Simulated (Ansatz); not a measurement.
Input, command and steps of an Ansatz relaxation.

```yaml
crystal:
  lattice:
    - [-2.6495238953, 4.8228297974, 4.486291052]
    - [2.6495238953, -4.8228297974, 4.486291052]
    - [2.6495238953, 4.8228297974, -4.486291052]
  atoms:
    - { symbol: Si, position: [0.929415159, 0.8448275437, 0.0845876153] }
    - { symbol: Si, position: [0.7397600717, 0.1551724563, 0.5845876153] }
    - { symbol: Si, position: [0.070584841, 0.1551724563, 0.9154123847] }
    - { symbol: Si, position: [0.2602399283, 0.8448275437, 0.4154123847] }
    - { symbol: O, position: [0.1307005224, 0.8807005224, 0.25] }
    - { symbol: O, position: [0.8692994776, 0.1192994776, 0.75] }
    - { symbol: O, position: [0.7928299677, 0.5, 0.7928299677] }
    - { symbol: O, position: [0.2071700323, 0.0, 0.7071700323] }
    - { symbol: O, position: [0.2071700323, 0.5, 0.2071700323] }
    - { symbol: O, position: [0.7928299677, 0.0, 0.2928299677] }
    - { symbol: O, position: [0.0, 0.0, 0.0] }
    - { symbol: O, position: [0.5, 0.0, 0.5] }
basis:
  ecutwfc: 500
kpoints:
  mp_grid: { grid: [6, 6, 6] }
hamiltonian:
  xc: r2scan
scf:
  occupations: { method: gaussian, width: 0.02 }
output:
  forces: true
  stress: true
  eigenvalues: true
relax:
  adjacent_minimum: "off"
  f_tol: 0.01
  max_steps: 30
  cell: { stress_tol: 0.1, fix: [volume] }
```

```bash
ansatz run input.yaml --threads 2 --pin off --max-ram 5120MiB --backend cpu --events-out ev --progress --plain --runs-dir out
```

These are results of DFT r2SCAN, scalar-relativistic, plane waves, PAW (Ansatz 0.2.0), not measurements.

The volume is held at 1.03 times that of the relaxed cell.

Of 7 frames 6 are shown, positions in Å and forces in eV/Å; the SCF threshold varies from step to step. Steps run on the plane waves of an earlier cell, with a Pulay correction in the pressure. The basis is chosen afresh for the last frame, the zero of the energies, and at times for earlier ones too; energy and pressure step there, also at an unchanged geometry.

```xyz
12
Lattice="-2.6495 4.8228 4.4863 2.6495 -4.8228 4.4863 2.6495 4.8228 -4.4863" Properties=species:S:1:pos:R:3:forces:R:3 pbc="T T T" step=1 free_energy_over_end_meV_per_atom=4.29 pressure_GPa=-3.92
Si    0.0000    0.8159    7.5803    0.0000    0.0438   -0.0031
Si    0.0000    5.6387    1.3923    0.0000    0.0438    0.0031
Si    2.6495    4.0069   -3.0940    0.0000   -0.0438    0.0031
Si    2.6495   -0.8159    3.0940    0.0000   -0.0438   -0.0031
O     2.6495   -2.4114    3.4159    0.0000    0.0000   -0.1909
O     0.0000    7.2342    1.0704    0.0000    0.0000    0.1909
O     1.3248    5.2360    2.2431    0.0000    0.2425    0.0000
O     1.3248    4.4097   -2.2431    0.0000   -0.2425    0.0000
O     1.3248   -0.4131    2.2431    0.0000   -0.2425    0.0000
O    -1.3248    5.2360    2.2431    0.0000    0.2425    0.0000
O     0.0000    0.0000    0.0000    0.0000    0.0000    0.0000
O     0.0000    4.8228    0.0000    0.0000    0.0000    0.0000
12
Lattice="-2.6459 4.8474 4.4696 2.6459 -4.8474 4.4696 2.6459 4.8474 -4.4696" Properties=species:S:1:pos:R:3:forces:R:3 pbc="T T T" step=2 free_energy_over_end_meV_per_atom=2.94 pressure_GPa=-3.48
Si    0.0000    0.8318    7.5569    0.0000   -0.0344   -0.0059
Si    0.0000    5.6792    1.3824    0.0000   -0.0344    0.0059
Si    2.6459    4.0156   -3.0873    0.0000    0.0344    0.0059
Si    2.6459   -0.8318    3.0873    0.0000    0.0344   -0.0059
O     2.6459   -2.4237    3.4126    0.0000    0.0000   -0.0950
O     0.0000    7.2711    1.0570    0.0000    0.0000    0.0950
O     1.3230    5.2832    2.2348    0.0000    0.2029    0.0000
O     1.3230    4.4116   -2.2348    0.0000   -0.2029    0.0000
O     1.3230   -0.4358    2.2348    0.0000   -0.2029    0.0000
O    -1.3230    5.2832    2.2348    0.0000    0.2029    0.0000
O     0.0000    0.0000    0.0000    0.0000    0.0000    0.0000
O     0.0000    4.8474    0.0000    0.0000    0.0000    0.0000
12
Lattice="-2.6427 4.9210 4.4081 2.6427 -4.9210 4.4081 2.6427 4.9210 -4.4081" Properties=species:S:1:pos:R:3:forces:R:3 pbc="T T T" step=3 free_energy_over_end_meV_per_atom=1.36 pressure_GPa=-2.36
Si    0.0000    0.8758    7.4702    0.0000    0.0189   -0.2409
Si    0.0000    5.7968    1.3461    0.0000    0.0189    0.2409
Si    2.6427    4.0453   -3.0620    0.0000   -0.0189    0.2409
Si    2.6427   -0.8758    3.0620    0.0000   -0.0189   -0.2409
O     2.6427   -2.4605    3.4036    0.0000    0.0000    0.1341
O     0.0000    7.3816    1.0045    0.0000    0.0000   -0.1341
O     1.3213    5.4261    2.2041    0.0000    0.0908    0.0000
O     1.3213    4.4160   -2.2041    0.0000   -0.0908    0.0000
O     1.3213   -0.5050    2.2041    0.0000   -0.0908    0.0000
O    -1.3213    5.4261    2.2041    0.0000    0.0908    0.0000
O     0.0000    0.0000    0.0000    0.0000    0.0000    0.0000
O     0.0000    4.9210    0.0000    0.0000    0.0000    0.0000
12
Lattice="-2.6435 4.9327 4.3964 2.6435 -4.9327 4.3964 2.6435 4.9327 -4.3964" Properties=species:S:1:pos:R:3:forces:R:3 pbc="T T T" step=4 free_energy_over_end_meV_per_atom=0.18 pressure_GPa=-2.03
Si    0.0000    0.8955    7.4578    0.0000   -0.0083   -0.0103
Si    0.0000    5.8282    1.3351    0.0000   -0.0083    0.0103
Si    2.6435    4.0372   -3.0614    0.0000    0.0083    0.0103
Si    2.6435   -0.8955    3.0614    0.0000    0.0083   -0.0103
O     2.6435   -2.4664    3.4555    0.0000    0.0000    0.0451
O     0.0000    7.3991    0.9409    0.0000    0.0000   -0.0451
O     1.3217    5.4841    2.1982    0.0000    0.0051    0.0000
O     1.3217    4.3813   -2.1982    0.0000   -0.0051    0.0000
O     1.3217   -0.5514    2.1982    0.0000   -0.0051    0.0000
O    -1.3217    5.4841    2.1982    0.0000    0.0051    0.0000
O     0.0000    0.0000    0.0000    0.0000    0.0000    0.0000
O     0.0000    4.9327    0.0000    0.0000    0.0000    0.0000
12
Lattice="-2.6370 4.9555 4.3868 2.6370 -4.9555 4.3868 2.6370 4.9555 -4.3868" Properties=species:S:1:pos:R:3:forces:R:3 pbc="T T T" step=5 free_energy_over_end_meV_per_atom=0.00 pressure_GPa=-1.93
Si    0.0000    0.9130    7.4513    0.0000    0.0631    0.0289
Si    0.0000    5.8685    1.3223    0.0000    0.0631   -0.0289
Si    2.6370    4.0425   -3.0645    0.0000   -0.0631   -0.0289
Si    2.6370   -0.9130    3.0645    0.0000   -0.0631    0.0289
O     2.6370   -2.4778    3.4910    0.0000    0.0000   -0.0311
O     0.0000    7.4333    0.8959    0.0000    0.0000    0.0311
O     1.3185    5.5390    2.1934    0.0000   -0.0052    0.0000
O     1.3185    4.3720   -2.1934    0.0000    0.0052    0.0000
O     1.3185   -0.5835    2.1934    0.0000    0.0052    0.0000
O    -1.3185    5.5390    2.1934    0.0000   -0.0052    0.0000
O     0.0000    0.0000    0.0000    0.0000    0.0000    0.0000
O     0.0000    4.9555    0.0000    0.0000    0.0000    0.0000
12
Lattice="-2.6378 4.9613 4.3805 2.6378 -4.9613 4.3805 2.6378 4.9613 -4.3805" Properties=species:S:1:pos:R:3:forces:R:3 pbc="T T T" step=7 free_energy_over_end_meV_per_atom=0.00 pressure_GPa=-1.85
Si    0.0000    0.9182    7.4424    0.0000    0.0062    0.0037
Si    0.0000    5.8795    1.3186    0.0000    0.0062   -0.0037
Si    2.6378    4.0432   -3.0619    0.0000   -0.0062   -0.0037
Si    2.6378   -0.9182    3.0619    0.0000   -0.0062    0.0037
O     2.6378   -2.4807    3.4913    0.0000    0.0000   -0.0005
O     0.0000    7.4420    0.8891    0.0000    0.0000    0.0005
O     1.3189    5.5522    2.1902    0.0000   -0.0008    0.0000
O     1.3189    4.3705   -2.1902    0.0000    0.0008    0.0000
O     1.3189   -0.5909    2.1902    0.0000    0.0008    0.0000
O    -1.3189    5.5522    2.1902    0.0000   -0.0008    0.0000
O     0.0000    0.0000    0.0000    0.0000    0.0000    0.0000
O     0.0000    4.9613    0.0000    0.0000    0.0000    0.0000
```

It took 75 s on 2 threads of AMD EPYC 9R45 96-Core Processor (Zen 5) (shared host), peak memory 1.5 GiB.